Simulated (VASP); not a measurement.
# KMgF3 (Pm-3m) in VASP: settings compared, part 3 of 3

VASP 6.6.1.

## (10) Equation of state, PBEsol, 13.15 Å³/atom (a relaxed cell with its volume scaled by 1.04)

INCAR

```
PREC     = Accurate       # precision mode
ENCUT    = 520            # plane-wave cutoff, eV
EDIFF    = 1E-7           # SCF threshold, eV
ISMEAR   = 0              # smearing method
SIGMA    = 0.02           # smearing width, eV
LREAL    = False          # projectors in reciprocal space
LASPH    = True           # aspherical terms in the spheres
NELM     = 80             # most SCF steps
ALGO     = Fast           # electronic algorithm
ISIF     = 2              # what is computed and relaxed
LWAVE    = False          # write WAVECAR
LCHARG   = False          # write CHGCAR
GGA      = PS             # functional
KPAR     = 2
```

KPOINTS

```
Automatic mesh
0
Gamma
  6 6 6
```

POSCAR

```
KMgF3                                   
1.0
    4.0357924833      0.0000000000      0.0000000000
    0.0000000000      4.0357924833     -0.0000000000
    0.0000000000      0.0000000000      4.0357924833
  K               Mg              F             
     1     1     3
Direct
     0.5000000000000000    0.5000000000000000    0.5000000000000000
     0.0000000000000000    0.0000000000000000    0.0000000000000000
     0.0000000000000000    0.0000000000000000    0.5000000000000000
     0.0000000000000000    0.5000000000000000    0.0000000000000000
     0.5000000000000000    0.0000000000000000    0.0000000000000000
```

The run is started by

```
$ cat potpaw_PBE.64/K_sv/POTCAR potpaw_PBE.64/Mg/POTCAR potpaw_PBE.64/F/POTCAR > POTCAR
$ mpirun -np 2 vasp_std > vasp.out
```

Wall time 24 s (2 MPI ranks of Intel Xeon Platinum 8259CL at 2.50GHz (Skylake/Cascade Lake), shared host); peak memory 0.17 GiB.

The run converged. Its results:

| Item | Value |
| --- | --- |
| Free energy | -25.2471 eV |
| Pressure | -2.6 GPa |
| Band gap on the k mesh | 6.85 eV, indirect (least direct gap 7.18 eV) |

Caveat: the PAW data sets were made with another functional, which shifts forces and pressure a little.

## (11) Equation of state, PBEsol

This step only gathers the single runs of the series.

What came out:

```yaml
Equilibrium_volume: 12.71 Å³/atom
Bulk_modulus: 74 GPa
Pressure_derivative_of_the_bulk_modulus: "4.2 (rough: it moves with the points fitted)"
```

Energy against volume, from the lowest point:
| volume (Å³/atom) | energy (meV/atom) |
| --- | --- |
| 12.135 | 6.44 |
| 12.388 | 1.90 |
| 12.641 | 0.00 |
| 12.894 | 0.50 |
| 13.147 | 3.13 |

Caveat: the PAW data sets were made with another functional, which shifts forces and pressure a little.

## (12) EvGW0 quasiparticle levels, PBE

POSCAR

```
KMgF3
1.0
    3.9859000000      0.0000000000      0.0000000000
    0.0000000000      3.9859000000      0.0000000000
    0.0000000000      0.0000000000      3.9859000000
K Mg F
1 1 3
Direct
    0.5000000000      0.5000000000      0.5000000000
    0.0000000000      0.0000000000      0.0000000000
    0.0000000000      0.0000000000      0.5000000000
    0.0000000000      0.5000000000      0.0000000000
    0.5000000000      0.0000000000      0.0000000000
```

INCAR.step1

```
PREC = Accurate
ENCUT = 500
EDIFF = 1E-8
ISMEAR = 0
SIGMA = 0.01
LREAL = False
LASPH = True
NELM = 100
ALGO = Fast
LWAVE = True
LCHARG = False
GGA = PE
KPAR = 4
```

INCAR.step2

```
PREC = Accurate
ENCUT = 500
EDIFF = 1E-8
ISMEAR = 0
SIGMA = 0.01
LREAL = False
LASPH = True
NELM = 1
ALGO = Exact
LWAVE = True
LCHARG = False
GGA = PE
NBANDS = 280
LOPTICS = True
ISTART = 1
KPAR = 4
```

INCAR.step3

```
PREC = Accurate
ENCUT = 500
EDIFF = 1E-8
ISMEAR = 0
SIGMA = 0.01
LREAL = False
LASPH = True
ALGO = EVGW0
LWAVE = False
LCHARG = False
GGA = PE
NELMGW = 4
NBANDS = 280
ENCUTGW = 150
NOMEGA = 50
PRECFOCK = Fast
ISTART = 1
NBANDSGW = 24
KPAR = 4
```

KPOINTS

```
regular mesh
0
Gamma
  4 4 4
```

Potentials or basis: VASP PAW PBE potentials, release 64 (K_sv_GW, Mg_GW, F_GW).

The run is started by

```
$ cat potpaw_PBE.64/K_sv_GW/POTCAR potpaw_PBE.64/Mg_GW/POTCAR potpaw_PBE.64/F_GW/POTCAR > POTCAR
$ cp INCAR.step1 INCAR
$ mpirun -np 4 vasp_std > vasp.out
$ cp INCAR.step2 INCAR
$ mpirun -np 4 vasp_std > vasp.out
$ cp INCAR.step3 INCAR
$ mpirun -np 4 vasp_std > vasp.out
```

OUTCAR:

```text
PREC = Accurate
   ENCUT = 500
   EDIFF = 1E-8
   ISMEAR = 0
   LREAL = False
   LASPH = True
   GGA = PE
   NELMGW = 4
   ENCUTGW = 150
   PRECFOCK = Fast
   ISTART = 1

 ion  position               nearest neighbor table
   1  0.500  0.500  0.500-
   2  0.000  0.000  0.000-   3 1.99   4 1.99   5 1.99   3 1.99   4 1.99   5 1.99
   3  0.000  0.000  0.500-   2 1.99   2 1.99
   4  0.000  0.500  0.000-   2 1.99   2 1.99
   5  0.500  0.000  0.000-   2 1.99   2 1.99

  LATTYP: Found a simple cubic cell.
 ALAT       =     3.9859000000

  Lattice vectors:

 A1 = (   3.9859000000,   0.0000000000,   0.0000000000)
 A2 = (   0.0000000000,   3.9859000000,   0.0000000000)
 A3 = (   0.0000000000,   0.0000000000,   3.9859000000)

Analysis of symmetry for initial positions (statically):
=====================================================================
 Subroutine PRICEL returns:
 Original cell was already a primitive cell.

 Routine SETGRP: Setting up the symmetry group for a
 simple cubic supercell.

[... 125 lines left out ...]
   EFERMI_NEDOS =   21; number of points for ismear=-14 and -15
   IALGO  =     38    algorithm
   IMIX   =      4    mixing-type and parameters
     AMIX     =   0.40;   BMIX     =  1.00
     AMIX_MAG =   1.60;   BMIX_MAG =  1.00
  volume/ion in A,a.u.               =      12.67        85.47
  Fermi-wavevector in a.u.,A,eV,Ry     =   1.303962  2.464132 23.134232  1.700318
  Thomas-Fermi vector in A             =   2.434930
   LORBIT       =      0    0 simple, 1 ext, 2 COOP (PROOUT), +10 PAW based schemes
   GGA     = PE    functional components
   LHFCALC =     T    Hartree Fock is set to
   PRECFOCK=fast      Normal, Fast or Accurate (Low or Medium for compatibility)
   ENCUT4O =  -1.0   cutoff for four orbital integrals eV
   NKREDX  =     1    reduce k-point grid by
   NKREDY  =     1    reduce k-point grid by
   NKREDZ  =     1    reduce k-point grid by
   AEXX    =    1.0000 exact exchange contribution
   HFSCREEN=    0.0000 screening length (either q_TF or 0.3 A-1)
   HFSCREENC=   0.0000 screening length for correlation (either q_TF or 0.3 A-1)
   ENCUTFOCK=  -1.0 apply spherical cutoff to Coloumb kernel
   IVDW    =     0    specifies the selected vdW correction
   LEPSILON=     F    determine dielectric tensor
   LRPA    =     F    only Hartree local field effects (RPA)
   LRPAFORCE           =     F    calculate RPA forces
   ENCUTGW             = 150.0    cutoff for response function in eV
   ENCUTGWSOFT         = 120.0    soft cutoff for Coulomb kernel in GW response function in eV
   ENCUTLF             =  -1.0    cutoff for local field effects
   NELMGW              =     4    number of iterations in solving QP/BSE equation
   NELMHF              =     1    number of iterations in the inner HF iteration
   NKREDLFX            =     1    NKREDLFY  =   1   NKREDLFZ  =   1
 non-spin polarized calculation
 Gauss-broadening in eV      SIGMA  =   0.01
  energy-cutoff  :      500.00
  volume of cell :       63.33
 maximum number of plane-waves:      1640
 NGX is ok and might be reduce to    30
  NGX = 16; NGY = 16; NGZ = 16
   NGX = 15   NGY = 15   NGZ = 15
 maximum number of plane-waves:       280

 QP shifts <psi_nk| G(iteration)W_0 |psi_nk>: iteration 1
 for sc-GW calculations column KS-energies equals QP-energies in previous step
 and V_xc(KS)=  KS-energies - (<T + V_ion + V_H > + <T+V_H+V_ion>^1  + <V_x>^1)

 k-point   1 :       0.0000    0.0000    0.0000
  band No.  KS-energies  QP-energies   sigma(KS)   V_xc(KS)     V^pw_x(r,r')   Z            occupation Imag(sigma)

      1     -25.5473     -27.7522     -21.8735     -18.4861     -30.7484       0.6509       2.0000       0.6282
      2     -20.0241     -24.3075     -27.9030     -22.4208     -36.5354       0.7813       2.0000       0.9743
      3     -19.3659     -23.5893     -28.7009     -23.2811     -37.3504       0.7793       2.0000       0.9233
      4     -19.3659     -23.5893     -28.7009     -23.2811     -37.3504       0.7793       2.0000       0.9233
      5      -9.0396     -12.5801     -21.9804     -17.7671     -24.7180       0.8403       2.0000       0.0776
      6      -9.0396     -12.5801     -21.9804     -17.7671     -24.7180       0.8403       2.0000       0.0776
[... 1114 lines left out ...]
     23      17.3452      17.3442     -10.4220      27.7661      -6.8669       0.8511       0.0000      -0.0949
     24      17.3452      17.3442     -10.4220      27.7661      -6.8669       0.8511       0.0000      -0.0949
```

OUTCAR.step2:

```text
PREC = Accurate
   ENCUT = 500
   EDIFF = 1E-8
   ISMEAR = 0
   LREAL = False
[... 862 lines left out ...]
     0.00000     2.14517     2.14517     2.14517     0.00000     0.00000     0.00000
     2.10001     2.16857     2.16857     2.16857     0.00000     0.00000     0.00000
     4.20002     2.25032     2.25032     2.25032     0.00000     0.00000     0.00000
     6.30004     2.45105     2.45105     2.45105     0.00000     0.00000     0.00000
     8.40005     3.01953     3.01953     3.01953     0.00000    -0.00000     0.00000
    10.50006     3.16265     3.16265     3.16265     0.00000     0.00000     0.00000
[... 92 lines left out ...]
   205.80122     0.98444     0.98444     0.98444    -0.00000     0.00000    -0.00000
   207.90124     0.98479     0.98479     0.98479    -0.00000     0.00000    -0.00000
```

Run time: 9.8 min. Hardware: 4 MPI ranks of Intel Xeon Platinum 8488C (Sapphire Rapids), shared host; peak memory 0.78 GiB.

Results:

- Band gap on the k mesh, mean-field level: 7.32 eV, indirect (least direct gap 7.64 eV)
- Quasiparticle gap: 12.08 eV
- Least direct quasiparticle gap: 12.42 eV

Levels at points of the mesh, in eV from the valence-band top:
| k point | band 13 | band 14 | band 15 | band 16 | band 17 | band 18 | band 19 | band 20 |
| --- | --- | --- | --- | --- | --- | --- | --- | --- |
| (0.00, 0.00, 0.00) | -0.62 | -0.32 | -0.32 | -0.32 | 7.32 | 10.09 | 10.09 | 12.22 |
| (0.50, 0.00, 0.00) | -0.86 | -0.86 | -0.53 | -0.53 | 10.13 | 10.44 | 11.12 | 12.78 |
| (0.50, 0.50, 0.00) | -1.04 | -0.89 | -0.89 | -0.02 | 10.92 | 11.74 | 12.63 | 12.79 |
| (0.50, 0.50, 0.50) | -1.11 | 0.00 | 0.00 | 0.00 | 10.45 | 10.45 | 10.45 | 14.63 |

Quasiparticle gap after each update of the energies (eV): 11.38, 11.97, 12.07, 12.08

Caveat: the cutoff is under 1.25 times the usual one of these potentials, so pressure, stress and relaxed cells hold a basis-set (Pulay) error; bands, screening cutoff and mesh are small and nothing is extrapolated, so the quasiparticle values aren't converged.

## (13) For comparison

An earlier run on the cell as given: functional PBE; potentials or basis VASP PAW PBE potentials, release 64 (K_sv, Mg, F); cutoff 520 eV; k mesh 7 × 7 × 7; occupations fermi-dirac, width 0.05 eV; no spin polarisation.

* Pressure: 3.4 GPa
* Band gap on the k mesh: 7.34 eV, indirect (least direct gap 7.63 eV)

## (14) Overview

| task | level | potentials or basis | cell | k mesh | cutoff (eV) | smearing | ladder | grid for exact exchange (PRECFOCK) | screening parameter | exchange at q = 0 | share of exact exchange | gap on the mesh (eV) | pressure (GPa) |
| --- | --- | --- | --- | --- | --- | --- | --- | --- | --- | --- | --- | --- | --- |
| band structure | HSE06 | VASP PAW PBE potentials, release 64 (K_sv, Mg, F) | Pm-3m, 12.67 Å³/atom | 4 × 4 × 4 | 520 | gaussian 0.02 eV | gaps | Fast | 0.2 1/A | - | - | 9.56 | 1.0 |
| band structure | HSE03 | VASP PAW PBE potentials, release 64 (K_sv, Mg, F) | Pm-3m, 12.67 Å³/atom | 4 × 4 × 4 | 520 | gaussian 0.02 eV | gaps | Fast | - | - | - | 9.25 | 1.0 |
| band structure | PBE0 | VASP PAW PBE potentials, release 64 (K_sv, Mg, F) | Pm-3m, 12.67 Å³/atom | 4 × 4 × 4 | 520 | gaussian 0.02 eV | gaps | Fast | - | truncated | - | 10.30 | 0.8 |
| band structure | r2SCAN-EpsX | VASP PAW PBE potentials, release 64 (K_sv, Mg, F) | Pm-3m, 12.67 Å³/atom | 4 × 4 × 4 | 520 | gaussian 0.02 eV | gaps | Fast | - | truncated | 0.483 | 13.41 | -3.1 |
| equation of state | PBEsol | VASP PAW PBE potentials, release 64 (K_sv, Mg, F) | Pm-3m, 12.64 Å³/atom | 6 × 6 × 6 | 520 | gaussian 0.02 eV | gaps | - | - | - | - | - | - |
| evGW0 quasiparticle levels | PBE | VASP PAW PBE potentials, release 64 (K_sv_GW, Mg_GW, F_GW) | Pm-3m, 12.67 Å³/atom | 4 × 4 × 4 | 500 | gaussian 0.01 eV | free | - | - | - | - | - | - |
| single point | PBE | VASP PAW PBE potentials, release 64 (K_sv, Mg, F) | Pm-3m, 12.67 Å³/atom | 7 × 7 × 7 | 520 | fermi-dirac 0.05 eV | - | - | - | - | - | 7.34 | 3.4 |

Alike in all rows: no spin polarisation.

Caveats: the PAW data sets were made with another functional, which shifts forces and pressure a little (some runs); the cutoff is under 1.25 times the usual one of these potentials, so pressure, stress and relaxed cells hold a basis-set (Pulay) error (some runs); bands, screening cutoff and mesh are small and nothing is extrapolated, so the quasiparticle values aren't converged (some runs); an odd mesh through Γ misses points on the zone boundary, where band edges often lie (some runs).

Absolute energies hang on the potentials; compare differences alone.

## (15) Against experiment

Step 11. Measured bulk modulus of KMgF3: 71.2 GPa (powder; “High-pressure structural, elastic and electronic properties of the scintillator host material, KMgF3”, 2007, arxiv:cond-mat/0703621). This calculation gives 74 GPa (+3.5 %). The fit is for a static lattice scaled at fixed shape and fixed fractional positions.
